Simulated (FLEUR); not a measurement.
Mg3Sb2:

```
Sb Mg
1.0
     4.58200    0.00000    0.00000
    -2.29100    3.96813    0.00000
     0.00000    0.00000    7.24400
Sb Mg
2 3
Direct
  0.66667 0.33333 0.76500
  0.33333 0.66667 0.23500
  0.00000 0.00000 0.00000
  0.66667 0.33333 0.37000
  0.33333 0.66667 0.63000
```

Base run:

* Program: FLEUR MaX-R8.1 (later development tree)
* Functional: LDA
* Potentials or basis: all-electron
* Basis: FLAPW
* Kmax: 4.38 1/bohr
* k mesh: 7 × 7 × 4
* Occupations: fermi-dirac, width 0.05 eV
* Spin: no spin polarisation

Its results: band gap on the k mesh 0.30 eV, indirect (least direct gap 1.02 eV).

**Question.** The run is repeated on the same cell with these changes: functional from LDA to r2SCAN. What comes out?

**Answer.** Band gap on the k mesh 0.80 eV, indirect (least direct gap 1.86 eV).

r2SCAN gives the wider gap, since meta-GGAs in the generalised Kohn-Sham scheme recover part of the derivative discontinuity.

Caveats: spin-orbit coupling is left out, which moves the levels of the heavy elements; the meta-GGA is that of a development version, with a GGA for the radial functions and cores and without core tails (some runs); the mesh misses the band edges, which the band path finds closer together (some runs).

Not every run made on this cell is shown here.
